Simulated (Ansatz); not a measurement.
# The Ta2CF2 MXene bilayer (AA) between two gates

Aim: screening and gap of the neutral Ta2CF2 MXene bilayer (AA) between oppositely charged gates.

Calculated with Ansatz 0.2.0; plane-wave DFT, PBE-D3(BJ), Ansatz PAW.

**1. The structure**

The cell holds 10 atoms: 4 F, 4 Ta and 2 C. Cell: a = 3.226 Å, b = 3.226 Å, c = 54.372 Å, α = 90.0°, β = 90.0°, γ = 120.0°. Regions: layer 1: Ta2CF2 MXene, 5 atoms (2 F, 2 Ta and 1 C); layer 2: Ta2CF2 MXene, 5 atoms (2 F, 2 Ta and 1 C). Vacuum lies along c.

**2. Relaxing the slab**

The starting cell is a guess, so the in-plane lattice and the atoms are relaxed first, with the slab cut off from its images along the normal.

File input.yaml:

```yaml
crystal:
  lattice:
    - [3.22608, 0.0, 0.0]
    - [-1.61304, 2.7938672346, 0.0]
    - [0.0, 0.0, 54.371500067]
  atoms:
    - { symbol: F, position: [0.3333333333, 0.6666666667, 0.3926689529] }
    - { symbol: Ta, position: [0.6666666667, 0.3333333333, 0.4105082584] }
    - { symbol: C, position: [0.0, 0.0, 0.4339198843] }
    - { symbol: Ta, position: [0.3333333333, 0.6666666667, 0.4573315101] }
    - { symbol: F, position: [0.6666666667, 0.3333333333, 0.4751708156] }
    - { symbol: F, position: [0.3333333333, 0.6666666667, 0.5248291844] }
    - { symbol: Ta, position: [0.6666666667, 0.3333333333, 0.5426684899] }
    - { symbol: C, position: [0.0, 0.0, 0.5660801157] }
    - { symbol: Ta, position: [0.3333333333, 0.6666666667, 0.5894917416] }
    - { symbol: F, position: [0.6666666667, 0.3333333333, 0.6073310471] }
  periodic: [true, true, false]
kpoints:
  mp_grid: { grid: [12, 12, 1] }
hamiltonian:
  xc: pbe
  dispersion: d3bj
scf:
  occupations: { method: fermi_dirac, width: 0.05 }
  convergence: { dr2_threshold: 1.0e-09 }
relax:
  f_tol: 0.004
  max_steps: 90
  cell: {}
output:
  write_potential: true
  write_density: true
  volumetric_format: npy
```

Command:

```
> ansatz run input.yaml --threads 4 --pin off --max-ram 6144MiB --backend cpu --events-out ev --progress --plain --runs-dir out
```

Standard output:

```text
Warning: relax.cell: scf.convergence.dr2_threshold = 1e-9 eV is looser than the 2.12922743223e-10 eV advised for a relaxation that steers and ends on the stress (1e-10 eV for each atom of the cell: 10, times the square of relax.cell.stress_2d_tol = 0.05 N/m over 21.7 Å (the atoms' height at the walk's start and 5 Å past either face), 2.307e-2 GPa, over a crystal's default 0.05). What an SCF threshold leaves in a stress goes as its square root, and in the free energy as the threshold itself, and one threshold admits the most on a small cell: [figures from the program's tests cut] Set scf.convergence.dr2_threshold to 2.12922743223e-10 eV or tighter. [rest of the remark cut]
Engine: ansatz 0.2.0, x86_64-unknown-linux-gnu
Pseudopotentials: kind: paw
Pseudopotential: F, paw, valence charge 7, recommended cutoff 420 eV (normal), F.paw.azcp
Pseudopotential: Ta, paw, valence charge 13, recommended cutoff 420 eV (normal), Ta.paw.azcp
Pseudopotential: C, paw, valence charge 4, recommended cutoff 420 eV (normal), C.paw.azcp
Functional definition: PBE
  parameter kappa = 0.804
  parameter beta = 0.066725
  exchange = pbe_x(kappa = kappa, mu = beta*pi^2/3)
  correlation = pbe_c(beta = beta)
Crystal: 10 atoms, lattice volume = 490.063 Å³
Basis set: ecut = 420 eV, 9733 PW (Γ), exchange–correlation on 48×48×750 points (8 copies of the dense FFT grid, shifted against one another)
Bands: 54, of which v1, the nominal top of the filled ones, is band 44 counted from 1 (43 counted from 0)
Symmetry: 12 space group operations
Space group: P-3m1 (ITA 164), of the structure as read, at distance tolerance 7.9e-5 Å
k-points: 19 of 144
Non-local potential: F, projectors of the file, l = 0: 2, l = 1: 2, l = 2: 1
Non-local potential: Ta, projectors of the file, l = 0: 3, l = 1: 2, l = 2: 2, l = 3: 1
Non-local potential: C, projectors of the file, l = 0: 2, l = 1: 2, l = 2: 1
PAW form: soft (Blöchl's): semilocal exchange-correlation on the pseudo side does not see the compensation charge
PAW one-centre angular grid: F, 110 points (default); XC on 64 Gauss nodes
PAW one-centre angular grid: Ta, 590 points (default); XC on 64 Gauss nodes
PAW one-centre angular grid: C, 110 points (default); XC on 64 Gauss nodes
Initial density: superposition of atomic densities (neutral atoms: chi_scale 0, normalization atom), corrected by the library's trained network
Initial wavefunctions: pseudopotential atomic-orbital guess
Functional: x = pbe(κ = 0.804, μ = 0.219515), c = pbe(β = 0.066725)
SCF iter   1: F=—  HF=-43465.889975 eV  |F-HF|=—  |Δ(HF+E_count)|=         —  Δρ=4.20e-3  dr2=5.97e-1  ethr=1.77e-3  ⟨swp⟩=12.8  Hψ=6727  notcnv=0
preconditioner: auto → LDOS  [metal: Δε(μ)=0.025 eV  Ē_g=8.832 eV  σ=0.050 eV  W_gap=0.13  n_scr=34 (ndim 8)  ℏωp=11.6 eV  f_vac=0.733  D(μ)=6.37/eV (n_scr^D=26)  β→1.0]
SCF iter   2: F=—  HF=-43465.854971 eV  |F-HF|=—  |Δ(HF+E_count)|=   3.50e-2  Δρ=3.13e-3  dr2=1.78e-1  ethr=6.79e-4  ⟨swp⟩=4.7  Hψ=2474  notcnv=0  defer=15
SCF iter   3: F=—  HF=-43465.843104 eV  |F-HF|=—  |Δ(HF+E_count)|=   1.19e-2  Δρ=7.09e-4  dr2=1.10e-2  ethr=2.03e-4  ⟨swp⟩=3.6  Hψ=2091  notcnv=0  defer=15
SCF iter   4: F=—  HF=-43465.844053 eV  |F-HF|=—  |Δ(HF+E_count)|=   9.49e-4  Δρ=5.09e-4  dr2=2.74e-3  ethr=1.25e-5  ⟨swp⟩=3.2  Hψ=2259  notcnv=0  defer=15
SCF iter   5: F=—  HF=-43465.843872 eV  |F-HF|=—  |Δ(HF+E_count)|=   1.81e-4  Δρ=1.63e-4  dr2=3.91e-4  ethr=3.11e-6  ⟨swp⟩=3.4  Hψ=2126  notcnv=0  defer=15
SCF iter   6: F=—  HF=-43465.843953 eV  |F-HF|=—  |Δ(HF+E_count)|=   8.12e-5  Δρ=7.94e-5  dr2=1.34e-4  ethr=4.44e-7  ⟨swp⟩=3.2  Hψ=1940  notcnv=0  defer=15
SCF iter   7: F=—  HF=-43465.843964 eV  |F-HF|=—  |Δ(HF+E_count)|=   1.09e-5  Δρ=6.68e-5  dr2=2.47e-5  ethr=1.53e-7  ⟨swp⟩=3.7  Hψ=2344  notcnv=0  defer=15
SCF iter   8: F=—  HF=-43465.844002 eV  |F-HF|=—  |Δ(HF+E_count)|=   3.83e-5  Δρ=1.39e-5  dr2=2.00e-6  ethr=2.81e-8  ⟨swp⟩=3.1  Hψ=1898  notcnv=0  defer=15
SCF iter   9: F=—  HF=-43465.843626 eV  |F-HF|=—  |Δ(HF+E_count)|=   3.76e-4  Δρ=3.99e-6  dr2=1.01e-7  ethr=2.27e-9  ⟨swp⟩=3.2  Hψ=2164  notcnv=0  defer=15
SCF iter  10: F=—  HF=-43465.843626 eV  |F-HF|=—  |Δ(HF+E_count)|=   3.81e-7  Δρ=2.14e-6  dr2=5.56e-8  ethr=1.15e-10  ⟨swp⟩=3.9  Hψ=2591  notcnv=0  defer=15
SCF iter  11: F=—  HF=-43465.843626 eV  |F-HF|=—  |Δ(HF+E_count)|=   7.20e-9  Δρ=8.91e-7  dr2=4.89e-9  ethr=6.31e-11  ⟨swp⟩=3.5  Hψ=2155  notcnv=0  defer=15
SCF iter  12: F=-43465.843626 eV  HF=-43465.843626 eV  |F-HF|=1.31e-10  |Δ(HF+E_count)|=   5.15e-8  Δρ=1.47e-7  dr2=3.01e-10  ethr=1.14e-12  ⟨swp⟩=14.5  Hψ=9521  notcnv=0
SCF 1 converged in 12 iterations: F = -43465.843626 eV  dr2 = 3.01e-10
  greatest PAW one-centre occupation: 0.999 electrons in one spin orbital (limit 2), on the Ta atom at site 8 (counted from 0), in its partial waves of l = 0
relax step   1: F+E_penalty+E_count = -43465.84362620 eV  Δ(F+E_penalty+E_count) = +0.000e0 eV  max|allowed force component| = 7.832e0 eV/Å  Δτ_max = 0.0000 Å  P = +14.191 N/m  Ω = 490.063 Å³  fix = [c, alpha, beta]  reactions: c +0.000 N/m  (12 SCF iters, accepted)
Crystal: 10 atoms, lattice volume = 490.170 Å³
Initial density: handed on by an earlier stage of this run
Initial wavefunctions: those handed on with the density
iter 1 solved again at ethr=8.75e-4 eV; its pass at ethr=3.10e-3 eV (dr2=7.70e-1 eV) is discarded
SCF iter   1: F=—  HF=-43470.801165 eV  |F-HF|=—  |Δ(HF+E_count)|=         —  Δρ=1.21e-2  dr2=7.82e-1  ethr=8.75e-4  ⟨swp⟩=2.2  Hψ=7378  notcnv=0
preconditioner: auto → LDOS  [metal: Δε(μ)=0.019 eV  Ē_g=9.006 eV  σ=0.050 eV  W_gap=0.09  n_scr=34 (ndim 8)  ℏωp=11.6 eV  f_vac=0.739  D(μ)=2.38/eV (n_scr^D=16)  β→1.0]
SCF iter   2: F=—  HF=-43470.764664 eV  |F-HF|=—  |Δ(HF+E_count)|=   3.65e-2  Δρ=7.97e-3  dr2=5.26e-1  ethr=8.75e-4  ⟨swp⟩=5.1  Hψ=2660  notcnv=0  defer=1
SCF iter   3: F=—  HF=-43470.645084 eV  |F-HF|=—  |Δ(HF+E_count)|=   1.20e-1  Δρ=1.70e-3  dr2=2.24e-2  ethr=5.98e-4  ⟨swp⟩=4.6  Hψ=2486  notcnv=0  defer=30
SCF iter   4: F=—  HF=-43470.643848 eV  |F-HF|=—  |Δ(HF+E_count)|=   1.24e-3  Δρ=4.84e-4  dr2=1.31e-3  ethr=2.55e-5  ⟨swp⟩=3.4  Hψ=2204  notcnv=0  defer=30
SCF iter   5: F=—  HF=-43470.643646 eV  |F-HF|=—  |Δ(HF+E_count)|=   2.02e-4  Δρ=1.46e-4  dr2=7.19e-5  ethr=1.49e-6  ⟨swp⟩=3.7  Hψ=2374  notcnv=0  defer=30
SCF iter   6: F=—  HF=-43470.643718 eV  |F-HF|=—  |Δ(HF+E_count)|=   7.18e-5  Δρ=3.83e-5  dr2=6.35e-6  ethr=8.17e-8  ⟨swp⟩=3.7  Hψ=2423  notcnv=0  defer=30
SCF iter   7: F=—  HF=-43470.643343 eV  |F-HF|=—  |Δ(HF+E_count)|=   3.74e-4  Δρ=1.42e-5  dr2=5.50e-7  ethr=7.22e-9  ⟨swp⟩=3.6  Hψ=2337  notcnv=0  defer=28
[...]
SCF 3 converged in 10 iterations: F = -43471.197629 eV  dr2 = 5.68e-11
relax step   3: F+E_penalty+E_count = -43471.19762862 eV  Δ(F+E_penalty+E_count) = -5.543e-1 eV  max|allowed force component| = 1.398e0 eV/Å  Δτ_max = 0.1947 Å  P = +4.876 N/m  Ω = 476.678 Å³  energy of the carried Pulay correction = +1.025e-2 eV  fix = [c, alpha, beta]  reactions: c +0.000 N/m  (10 SCF iters, accepted)
[...]
relax step   4: F+E_penalty+E_count = -43471.26755891 eV  Δ(F+E_penalty+E_count) = -6.993e-2 eV  max|allowed force component| = 3.367e-1 eV/Å  Δτ_max = 0.0555 Å  P = -2.565 N/m  Ω = 479.310 Å³  energy of the carried Pulay correction = +8.213e-3 eV  fix = [c, alpha, beta]  reactions: c -0.000 N/m  (10 SCF iters, accepted)
[...]
relax step   5: F+E_penalty+E_count = -43471.28003946 eV  Δ(F+E_penalty+E_count) = -1.248e-2 eV  max|allowed force component| = 1.381e-2 eV/Å  Δτ_max = 0.0228 Å  P = +0.057 N/m  Ω = 478.313 Å³  energy of the carried Pulay correction = +8.984e-3 eV  fix = [c, alpha, beta]  reactions: c +0.000 N/m  (9 SCF iters, accepted)
[...]
relax step   6: F+E_penalty+E_count = -43471.28003355 eV  Δ(F+E_penalty+E_count) = +5.908e-6 eV  max|allowed force component| = 3.826e-3 eV/Å  Δτ_max = 0.0041 Å  P = +0.007 N/m  Ω = 478.355 Å³  energy of the carried Pulay correction = +8.952e-3 eV  fix = [c, alpha, beta]  reactions: c +0.000 N/m  (8 SCF iters, accepted)
[...]
relax step   7: F+E_penalty+E_count = -43471.27183766 eV  Δ(F+E_penalty+E_count) = +8.196e-3 eV  max|allowed force component| = 3.840e-3 eV/Å  Δτ_max = 0.0000 Å  P = -0.160 N/m  Ω = 478.355 Å³  fix = [c, alpha, beta]  reactions: c -0.000 N/m  stress off target by 1.60e-1 N/m on what of the cell is left free  SCF on the basis re-selected at this cell (its energy is not comparable with the rows above)  (5 SCF iters)
[...]
relax step   8: F+E_penalty+E_count = -43471.27205766 eV  Δ(F+E_penalty+E_count) = -2.200e-4 eV  max|allowed force component| = 3.567e-3 eV/Å  Δτ_max = 0.0011 Å  P = -0.038 N/m  Ω = 478.125 Å³  energy of the carried Pulay correction = +1.936e-4 eV  fix = [c, alpha, beta]  reactions: c -0.000 N/m  (6 SCF iters, accepted)
iter 1 solved again at ethr=1.11e-7 eV; its pass at ethr=3.10e-3 eV (dr2=9.78e-5 eV) is discarded
SCF iter   1: F=—  HF=-43471.272150 eV  |F-HF|=—  |Δ(HF+E_count)|=         —  Δρ=3.71e-6  dr2=1.32e-8  ethr=1.11e-7  ⟨swp⟩=7.8  Hψ=12354  notcnv=0
eigensolver tolerance schedule: the retry pair's looser diagonalisation over-reported the residual by 7419.78 of it (diagonalisation noise at 0.36 of the residual, at the tolerance the schedule requests for it); recorded, not acted on — ethr = c·dr2/N_el stays at c = 1.0e-1
SCF iter   2: F=—  HF=-43471.271790 eV  |F-HF|=—  |Δ(HF+E_count)|=   3.60e-4  Δρ=3.16e-6  dr2=2.75e-8  ethr=1.50e-11  ⟨swp⟩=6.9  Hψ=4686  notcnv=0
SCF iter   3: F=-43471.271790 eV  HF=-43471.271790 eV  |F-HF|=3.78e-9  |Δ(HF+E_count)|=   9.75e-9  Δρ=4.95e-7  dr2=4.23e-10  ethr=1.14e-12  ⟨swp⟩=19.3  Hψ=11779  notcnv=0
SCF 9 converged in 3 iterations: F = -43471.271790 eV  dr2 = 4.23e-10
relax step   9: F+E_penalty+E_count = -43471.27178975 eV  Δ(F+E_penalty+E_count) = +2.679e-4 eV  max|allowed force component| = 3.569e-3 eV/Å  Δτ_max = 0.0000 Å  P = -0.042 N/m  Ω = 478.125 Å³  fix = [c, alpha, beta]  reactions: c -0.000 N/m  stress off target by 4.23e-2 N/m on what of the cell is left free  SCF on the basis re-selected at this cell (its energy is not comparable with the rows above)  (3 SCF iters)
basis re-selected at this cell: Δ(F+E_penalty+E_count) = +2.679e-4 eV, ΔP = -0.004 N/m vs the last step (what re-selecting the basis moved, of the pressure what is left beyond the Pulay correction that the steps carried, after the strain that the cell walked since its last selection, with what the two solves' SCF thresholds leave and, on support functions, any second-order correction that the steps lacked; it is no m [...]
WARN: The output density's exchange-correlation potential varies sharply where the density is thin. Do not read a vacuum level from v_tot or v_xc, or from such a field of the output density. On a cell that repeats whose density bears no net charge and no dipole along the vacuum's axis use v_es (v_loc + v_h of the components); under efield.dipole_correction with no amplitude use v_es + v_field, which holds any externa [...]
SCF converged after 3 iterations
Free energy (F): -43471.271790 eV
Harris-Foulkes:  -43471.271790 eV  (|F-HF|=3.78e-9)
Internal energy: -43471.253557 eV  (E = F + TS)
E sigma→0 (E₀):  -43471.262673 eV
Entropy (-TS):   -0.018233 eV (-1.823 meV/atom)
Fermi energy:    -3.792250 eV
--- Per-component energies (eV) ---
  E_band       = -2284.471290
  E_kinetic    = 2480.538994
  E_local      = -726485.002609  (includes V_loc(G=0)·N_el)
  E_nonlocal   = 407.908484
  E_hartree    = 361696.516629
  E_xc         = -1293.082138
  E_vxc        = -1349.671937  (∫ρ·V_xc dr)
  E_paw        = -34588.204909  (= ΣΔE_a)
  E_vpaw       = -731.288189  (= ΣTr[D̂ρ^β])
  E_aug_tail   = 0.008936  (compensation charges beyond the density's cutoff)
  E_ewald      = 354312.474947
  E_disp       = -2.411892  (pairwise vdW)
  E_smearing   = -0.018233  (= −TS)
  E_closure    = -0.000000  (closes the sum)
  Σ components = -43471.271790   (vs F -43471.271790, Δ=0.00e0)
--- Forces (eV/Å), atoms counted from 1 ---
  atom   1  F     -0.00000000    -0.00000000    -0.00027385
  atom   2  Ta    -0.00000000     0.00000000     0.00136717
  atom   3  C      0.00000000    -0.00000000    -0.00356922
  atom   4  Ta     0.00000000    -0.00000000     0.00249956
  atom   5  F      0.00000000     0.00000000     0.00001742
  atom   6  F      0.00000000    -0.00000000    -0.00001742
  atom   7  Ta     0.00000000     0.00000000    -0.00249956
  atom   8  C      0.00000000     0.00000000     0.00356922
  atom   9  Ta     0.00000000    -0.00000000    -0.00136717
  atom  10  F      0.00000000     0.00000000     0.00027385
  max |Σ_I F_I| component: 3.95e-17 eV/Å
--- 2D stress c σ (N/m, compression-positive) ---
       -0.042319      -0.000000       0.000000
       -0.000000      -0.042319      -0.000000
        0.000000      -0.000000      -0.000000
  P = ½ c Tr σ = -0.0423 N/m
--- Band table (eV; the first three rows and the last of 19) ---
  k-point 0: bands = [... 40 lower, -5.5819, -5.5819, -5.5760, -5.5760, -4.4439, -4.3856, -3.3001, -3.1242, ... 6 higher]
  k-point 1: bands = [... 40 lower, -5.8231, -5.8140, -5.4207, -5.4131, -4.4113, -4.3548, -3.0386, -2.8155, ... 6 higher]
  k-point 2: bands = [... 40 lower, -6.3419, -6.3332, -4.9621, -4.9529, -4.3202, -4.2909, -3.1820, -3.0134, ... 6 higher]
  k-point 18: bands = [... 40 lower, -5.0122, -4.9970, -4.5176, -4.5176, -4.4482, -4.4482, -1.8189, -1.8093, ... 6 higher]
  the weakly bound empty levels are not read free of the cell's end (no_gap_told)
--- Relaxed structure (7 steps of the walk, 7 accepted, 2 SCFs on fresh bases) ---
  F+E_penalty+E_count = -43471.27178975 eV   max|allowed force component| = 3.569e-3 eV/Å   (the final SCF, on the basis selected at the relaxed cell)
  cell:  # Å, volume = 478.1245 Å³
    - [3.186541, 0, 0]
    - [-1.593271, 2.759626, 0]
    - [0, 0, 54.371500067]
  atoms:
    - { symbol: F, position: [0.333333, 0.666667, 0.388691] }
    - { symbol: Ta, position: [0.666667, 0.333333, 0.414550] }
    - { symbol: C, position: [4.379049e-19, 0, 0.434622] }
    - { symbol: Ta, position: [0.333333, 0.666667, 0.454704] }
    - { symbol: F, position: [0.666667, 0.333333, 0.480271] }
    - { symbol: F, position: [0.333333, 0.666667, 0.519729] }
    - { symbol: Ta, position: [0.666667, 0.333333, 0.545296] }
    - { symbol: C, position: [-4.379049e-19, 0, 0.565378] }
    - { symbol: Ta, position: [0.333333, 0.666667, 0.585450] }
    - { symbol: F, position: [0.666667, 0.333333, 0.611309] }
```

Wall time 28 s (4 threads of AMD EPYC 9R45, shared host); peak memory 1.4 GiB.

Step by step:

```csv
step,energy less that of the first step (eV),largest force component (eV/Å),volume (Å³)
1,0.0000,7.8317,490.06
2,-4.7997,1.9996,490.17
3,-5.3540,1.3977,476.68
4,-5.4239,0.3367,479.31
5,-5.4364,0.0138,478.31
6,-5.4364,0.0038,478.35
7*,-5.4282,0.0038,478.35
8,-5.4284,0.0036,478.12
9*,-5.4282,0.0036,478.12
```

Relaxation steps marked * repeat the geometry before them on a plane-wave basis chosen anew for their cell, so energy and pressure can jump there.

Forces are held to the 12 operations that the program found; a distortion that breaks them can't arise in this run.

| cell as run | before | after | change |
| --- | --- | --- | --- |
| a (Å) | 3.226 | 3.187 | -1.2 % |
| b (Å) | 3.226 | 3.187 | -1.2 % |

The atoms that moved most (Å, along periodic axes as changes of fractional coordinates times the final cell, across vacuum about the mean position):

| atom | dx | dy | dz | length |
| --- | --- | --- | --- | --- |
| F6 | 0.000 | 0.000 | -0.277 | 0.277 |
| F5 | 0.000 | 0.000 | 0.277 | 0.277 |
| Ta2 | 0.000 | 0.000 | 0.220 | 0.220 |
| Ta9 | 0.000 | 0.000 | -0.220 | 0.220 |
| F1 | 0.000 | 0.000 | -0.216 | 0.216 |
| F10 | 0.000 | 0.000 | 0.216 | 0.216 |
| Ta7 | 0.000 | 0.000 | 0.143 | 0.143 |
| Ta4 | 0.000 | 0.000 | -0.143 | 0.143 |

This step gave:

```
energy at zero smearing : -43471.2627 eV
```

The lattice constant a goes from 3.226 to 3.187 Å.

(Part 1 of 3 ends here.)

[Long decimals in the printed logs are rounded to 6 places.]

[Logs are printed without paths, hosts, clocks, repeated set-up lines and the standing remarks that a program may print on its own settings, such as how far it seeks lower states.]

[Hosts, paths, dates, database ids (printed as entryN), source tags and the programs' standing remarks are cut or masked in the printed files.]

[Maps of the electrostatic potential energy from Ansatz leave out the sawtooth potential of an applied field or a dipole correction, so their vacuum need not be flat; planar profiles and work functions include it.]
